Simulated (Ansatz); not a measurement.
CdI2 (P-3m1) from a database of computed structures at its r2SCAN+rVV10 geometry, run in the plane-wave code Ansatz at 2 levels of theory. Calculated for a static, non-magnetic cell.

The r2SCAN input:
```yaml
crystal:
  lattice:
    - [4.2487582184, 0.0, 0.0]
    - [-2.1243791092, 3.6795325517, 0.0]
    - [0.0, 0.0, 34.4312534293]
  atoms:
    - { symbol: Cd, position: [0.6666666667, 0.3333333333, 0.7999740059] }
    - { symbol: Cd, position: [0.0, 0.0, 0.3999843034] }
    - { symbol: Cd, position: [0.3333333333, 0.6666666667, 0.2000259941] }
    - { symbol: Cd, position: [0.0, 0.0, 0.6000156966] }
    - { symbol: Cd, position: [0.0, 0.0, 0.0] }
    - { symbol: I, position: [0.6666666667, 0.3333333333, 0.9500885714] }
    - { symbol: I, position: [0.3333333333, 0.6666666667, 0.0499114286] }
    - { symbol: I, position: [0.6666666667, 0.3333333333, 0.1501119443] }
    - { symbol: I, position: [0.3333333333, 0.6666666667, 0.4498852121] }
    - { symbol: I, position: [0.3333333333, 0.6666666667, 0.8498880557] }
    - { symbol: I, position: [0.6666666667, 0.3333333333, 0.3500710938] }
    - { symbol: I, position: [0.0, 0.0, 0.7500709713] }
    - { symbol: I, position: [0.3333333333, 0.6666666667, 0.6499289062] }
    - { symbol: I, position: [0.6666666667, 0.3333333333, 0.5501147879] }
    - { symbol: I, position: [0.0, 0.0, 0.2499290287] }
kpoints:
  mp_grid: { grid: [12, 12, 2] }
  band_path:
    path:
      - [0.0, 0.0, 0.0]
      - [0.5, 0.0, 0.0]
      - [0.3333333333, 0.3333333333, 0.0]
      - [0.0, 0.0, 0.5]
      - [0.5, 0.0, 0.5]
      - [0.3333333333, 0.3333333333, 0.5]
      - [0.0, 0.125, -0.203125]
      - [0.0, 0.5, 0.5]
      - [0.5, 0.0, 0.2]
    npoints: 1
hamiltonian:
  xc: r2scan
scf:
  occupations: { method: fixed }
  n_extra_bands: 7
output:
  forces: true
  stress: true
  eigenvalues: true
  write_density: true
  write_potential: true
  elf: true
  volumetric_format: npy
```

Main results, then, where recorded, the levels near the gap in eV from the Fermi energy (columns number the bands from 0), one row a point of the path (Γ, M, K, A, L, H, (0, 1/8, -0.203), L, L–M (0.60)):
```
Crystal: 15 atoms, lattice volume = 538.279 Å³
Symmetry: 12 space group operations
Space group: P-3m1 (ITA 164)
```
```
Basis set: ecut = 500 eV, 13703 PW (Γ)
Bands: 142, of which v1, the nominal top of the filled ones, is band 135 counted from 1 (134 counted from 0)
k-points: 38 of 288
Free energy (F): -116631.979923 eV
Fermi energy:    5.847518 eV
--- Forces (eV/Å), atoms counted from 1 ---
  atom   1  Cd      0.00000      0.00000      0.00076
  atom   2  Cd      0.00000      0.00000    -0.00093
  atom   3  Cd      0.00000      0.00000    -0.00076
  atom   4  Cd      0.00000      0.00000      0.00093
  atom   5  Cd      0.00000      0.00000      0.00000
  atom   6  I       0.00000      0.00000      0.00403
  atom   7  I       0.00000      0.00000    -0.00403
  atom   8  I       0.00000      0.00000      0.00453
  atom   9  I       0.00000      0.00000    -0.00307
  atom  10  I       0.00000      0.00000    -0.00453
  atom  11  I       0.00000      0.00000      0.00494
  atom  12  I       0.00000      0.00000      0.00434
  atom  13  I       0.00000      0.00000    -0.00494
  atom  14  I       0.00000      0.00000      0.00307
  atom  15  I       0.00000      0.00000    -0.00434
--- Stress (GPa, compression-positive) ---
        0.831948       0.000000       0.000000
        0.000000       0.831948       0.000000
        0.000000       0.000000       0.840966
  P = ⅓ Tr σ = 0.8350 GPa (8.350 kbar)
```
```tsv
band_131	band_132	band_133	band_134	band_135	band_136	band_137
-0.028	-0.028	-0.023	-0.023	3.072	3.476	3.477
-0.353	-0.238	-0.238	-0.139	2.731	2.758	2.916
-0.553	-0.553	-0.352	-0.352	3.310	3.467	3.503
-0.053	-0.053	-0.016	-0.016	3.188	3.193	3.798
-0.335	-0.334	-0.168	-0.164	2.719	2.786	2.864
-0.534	-0.534	-0.358	-0.358	3.313	3.460	3.503
-0.105	-0.046	-0.046	0.006	3.601	3.717	3.875
-0.335	-0.334	-0.168	-0.164	2.719	2.786	2.864
-0.352	-0.276	-0.205	-0.144	2.725	2.768	2.892
```

r2SCAN gives an indirect gap of 2.71 eV, from k = (0, 1/8, -0.203) to L; the least direct gap is 2.87 eV at L–M (0.60 of the way from L).

Q: Another run on the same cell gave
```
Basis set: ecut = 420 eV, 10477 PW (Γ)
Bands: 142, of which v1, the nominal top of the filled ones, is band 135 counted from 1 (134 counted from 0)
k-points: 7 of 36
hybrid outer 1: dexx = +1.005e-1 eV, tail = 3.30e-4 eV
hybrid outer 2: dexx = +7.015e-6 eV, tail = 2.92e-7 eV, Δε = 7.54e-3 eV, ΔF = 2.52e-2 eV/Å
hybrid outer 3: dexx = +5.628e-9 eV, tail = 3.52e-9 eV, Δε = 2.24e-4 eV, ΔF = 4.83e-4 eV/Å
Free energy (F): -116464.162402 eV
Fermi energy:    5.165726 eV
--- Forces (eV/Å), atoms counted from 1 ---
  atom   1  Cd      0.00000      0.00000      0.00054
  atom   2  Cd      0.00000      0.00000    -0.00062
  atom   3  Cd      0.00000      0.00000    -0.00054
  atom   4  Cd      0.00000      0.00000      0.00062
  atom   5  Cd      0.00000      0.00000      0.00000
  atom   6  I       0.00000      0.00000      0.08478
  atom   7  I       0.00000      0.00000    -0.08478
  atom   8  I       0.00000      0.00000      0.08498
  atom   9  I       0.00000      0.00000    -0.08385
  atom  10  I       0.00000      0.00000    -0.08498
  atom  11  I       0.00000      0.00000      0.08539
  atom  12  I       0.00000      0.00000      0.08493
  atom  13  I       0.00000      0.00000    -0.08539
  atom  14  I       0.00000      0.00000      0.08385
  atom  15  I       0.00000      0.00000    -0.08493
--- Stress (GPa, compression-positive) ---
        0.740436       0.000000       0.000000
        0.000000       0.740436       0.000000
        0.000000       0.000000       0.677027
  P = ⅓ Tr σ = 0.7193 GPa (7.193 kbar)
```
```tsv
band_131	band_132	band_133	band_134	band_135	band_136	band_137
-0.034	-0.034	-0.028	-0.028	4.135	4.578	4.579
-0.401	-0.264	-0.264	-0.157	3.922	3.954	4.122
-0.612	-0.612	-0.395	-0.395	4.566	4.740	4.775
-0.060	-0.060	-0.021	-0.021	4.261	4.266	4.941
-0.368	-0.367	-0.188	-0.184	3.909	3.983	4.066
-0.592	-0.592	-0.401	-0.401	4.570	4.732	4.776
-0.120	-0.050	-0.049	0.007	4.737	4.877	5.062
-0.368	-0.367	-0.188	-0.184	3.909	3.983	4.066
-0.400	-0.304	-0.228	-0.162	3.916	3.964	4.097
```
Which level of theory and mesh gave it?

A: It is PBE0, judged by the exchange loop and the size of the gap (a near hybrid could fit too), on 6×6×1; the blocks that differ from the first input, but for the band path:
```yaml
kpoints:
  mp_grid: { grid: [6, 6, 1] }
hamiltonian:
  xc: pbe0
```
PBE0 gives an indirect gap of 3.90 eV, from k = (0, 1/8, -0.203) to L; the least direct gap is 4.08 eV at L–M (0.60 of the way from L). The mean pressure at these positions is +0.7 GPa, compression counted positive. (The program warns that its thresholds are loose for a hybrid's stress.)

The hybrids run on coarser meshes, which limits their stresses and small splittings of levels.

Totals of different functionals can't be compared.

No spin-orbit coupling is included; it can move band edges with weight on the heavy atoms by tenths of an eV.

The meshes of the hybrids are coarse, so their gaps aren't converged to the digits shown.
